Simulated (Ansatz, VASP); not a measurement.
Given: the input of a run of VASP 6.6.1 on Na. 

The input INCAR:

```
  PREC = Accurate
  ENCUT = 550
  EDIFF = 1E-6
  ISMEAR = 0
  SIGMA = 0.05
  LREAL = False
  LASPH = True
  NELM = 60
  ALGO = Normal
  ISIF = 2
  LWAVE = False
  LCHARG = False
  GGA = CA
```

Contents of KPOINTS:

```
regular mesh
0
Gamma
  9 9 9
```

POSCAR

```
Na
1.0
   -2.1410000000      2.1410000000      2.1410000000
    2.1410000000     -2.1410000000      2.1410000000
    2.1410000000      2.1410000000     -2.1410000000
Na
1
Direct
    0.0000000000      0.0000000000      0.0000000000
```

Potentials or basis: VASP PAW LDA potentials, release 64 (Na_sv_GW).

Launch:

```sh
$ cat potpaw_LDA.64/Na_sv_GW/POTCAR > POTCAR
$ mpirun -np 1 vasp_std > vasp.out
```

Question: Set up the same calculation for Ansatz 0.2.0. Potentials or basis there: Ansatz PAW, cutoff 420 eV.

Answer: As run (cutoffs and basis follow the program's own potentials, and thresholds, step limits or extra output files can differ):

input.yaml

```yaml
crystal:
  lattice:
    - [-2.141, 2.141, 2.141]
    - [2.141, -2.141, 2.141]
    - [2.141, 2.141, -2.141]
  atoms:
    - { symbol: Na, position: [0.0, 0.0, 0.0] }
hamiltonian:
  xc: lda
  pseudopotentials: { kind: paw }
kpoints:
  mp_grid: { grid: [9, 9, 9] }
scf:
  occupations: { method: gaussian, width: 0.05 }
output:
  forces: true
  stress: true
  eigenvalues: true
```

Potentials or basis: Ansatz PAW.

The run is started by

```console
$ ansatz run input.yaml --threads 1 --pin off --max-ram 3584MiB --backend cpu --events-out ev --progress --plain --runs-dir out
```

Both were run:

|  | VASP | Ansatz |
| --- | --- | --- |
| Pressure | -1.6 GPa | -1.1 GPa |

Ansatz's pressure holds a Pulay term of +0.00 GPa for its cutoff of 420 eV, which the other run lacks.

Ansatz's potentials were made for PBE.

Where Ansatz's input types no cutoff or centring, it takes its own default and a Γ-centred mesh.

The two programs' LDA may be different fits to the electron gas.

Pressure is positive in compression.
